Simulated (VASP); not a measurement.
# BN, projections on local functions: which settings are enough?

BN, F-43m (no. 216), 2 atoms in the cell. PBEsol, projections on local functions; PAW potentials N, B (PBE set). VASP 6.6.1.

Wanted: filling of the local functions (per spin) within 0.005.

POSCAR:
```
BN
1.0
    0.0000000000      1.8130010000      1.8130010000
    1.8130010000      0.0000000000      1.8130010000
    1.8130010000      1.8130010000      0.0000000000
N B
1 1
Direct
    0.2500000000      0.2500000000      0.2500000000
    0.0000000000      0.0000000000      0.0000000000
```

The series start from Cutoff ENCUT (eV): 500; k mesh: 9 × 9 × 9. Each series keeps the choices made before it, and each single choice may use up half of a tolerance. Times cover all steps of a run.

## Cutoff ENCUT (eV)

| Cutoff ENCUT (eV) | Filling of the local functions (per spin), largest deviation | Time (s) |
|---|---|---|
| 250 | 0.0535 | 4.0 |
| 300 | 0.0370 | 3.8 |
| 350 | 0.0258 | 3.9 |
| 400 | 0.0173 | 5.2 |
| 500 | 0.0051 | 5.2 |
| 600 | 0.0023 | 6.0 |
| 750 (reference) | 0.0000 | 6.6 |

Chosen: 600, the loosest value from which every tighter one stays within half of the tolerance.

## k mesh

| k mesh | Filling of the local functions (per spin), largest deviation | Time (s) |
|---|---|---|
| 4 × 4 × 4 | 0.0025 | 2.9 |
| 6 × 6 × 6 | 0.0002 | 3.8 |
| 7 × 7 × 7 | 0.0001 | 4.5 |
| 9 × 9 × 9 | 0.0000 | 6.0 |
| 11 × 11 × 11 (reference) | 0.0000 | 7.4 |

Chosen: 4 × 4 × 4.

## All choices together

| Input | Filling of the local functions (per spin), largest deviation | Time (s) |
|---|---|---|
| program defaults, k points 0.5 per Å apart (naive) | 0.0174 | 2.5 |
| chosen settings | 0.0039 | 2.9 |
| reference settings throughout | 0.0000 | 9.1 |

The tolerance is met.

## The input

INCAR.step1:
```
PREC = Accurate ; ENCUT = 600
EDIFF = 1E-6 ; ISMEAR = 0
SIGMA = 0.02 ; LASPH = T
LREAL = F ; ALGO = Normal
NELM = 120 ; LWAVE = T
LCHARG = F ; NBANDS = 15
KPAR = 2 ; GGA = PS
```

INCAR.step2:
```
PREC = Accurate
ENCUT = 600
EDIFF = 1E-6
ISMEAR = 0
SIGMA = 0.02
LASPH = T
LREAL = F
ALGO = None
NELM = 1
LCHARG = F
NBANDS = 15
GGA = PS
ISTART = 1
LWAVE = F
LOCPROJ = "1 : s : Pr
1 : p : Pr
2 : s : Pr
2 : p : Pr"
```

INCAR.step3:
```
PREC = Accurate
ENCUT = 600
EDIFF = 1E-6
ISMEAR = 0
SIGMA = 0.02
LASPH = T
LREAL = F
ALGO = None
NELM = 1
LCHARG = F
NBANDS = 15
GGA = PS
ISTART = 1
LWAVE = F
LOCPROJ = "1 : s : Hy 1 2.0
1 : p : Hy 1 2.0
2 : s : Hy 1 2.0
2 : p : Hy 1 2.0"
```

KPOINTS:
```
Automatic mesh
0
Gamma
  4 4 4
  0 0 0
```

Commands (each step's output is kept before the next begins):
```
cat potpaw_PBE.64/N/POTCAR potpaw_PBE.64/B/POTCAR > POTCAR
cp INCAR.step1 INCAR
mpirun -np 2 vasp_std > vasp.out
cp INCAR.step2 INCAR
mpirun -np 1 vasp_std > vasp.out
cp INCAR.step3 INCAR
mpirun -np 1 vasp_std > vasp.out
```

Limits: the functions aren't orthogonal, so the fillings don't add up to the electrons.

The chosen input took VASP 6.6.1 2.9 s on 2 cores (Intel Xeon 6975P-C (Granite Rapids)), a shared host.

## An input that fails: projector of a shell that the potential lacks

VASP's message: LPRJ_READER: function: 1 no state with L= 3 on species N.

Changes against the starting input:
```
(step 2)
- LOCPROJ = "1 : s : Pr
1 : p : Pr
2 : s : Pr
2 : p : Pr"
+ LOCPROJ = 1 : f : Pr
```
